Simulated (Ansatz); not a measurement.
Spinel MgAl2O4 was calculated with LDA (plane waves, PAW; Ansatz, a program for electronic structure).

Numerical settings: plane-wave cutoff 500 eV, 8×8×8 k mesh, gaussian smearing 0.02 eV, scalar-relativistic PAW data made under PBE.

Computed at the level's own relaxed cell.

Q: Predict the volume per atom, lattice parameter a and band gap.

A: 
- volume per atom = 9.22 Å³/atom
- lattice parameter a = 8.023 Å
- band gap = 5.52 eV (on the SCF k mesh)

Measured, for comparison: band gap 7.8 eV (temperature not stated, not corrected to a static lattice; as tabulated in Neo et al. (2023), doi:10.1002/gch2.202200236); equilibrium volume per atom 9.40 Å³/atom, lattice constant a 8.074 Å (0 K, fit to 77–300 K taken to 0 K; as tabulated in Grimes and Al-Ajaj (1992), doi:10.1088/0953-8984/4/30/004). Computed (rounded) less measured: band gap -2.28 eV, equilibrium volume per atom -1.9 %, lattice constant a -0.6 %.

It cost around 90 core-seconds (rough) of CPU time.
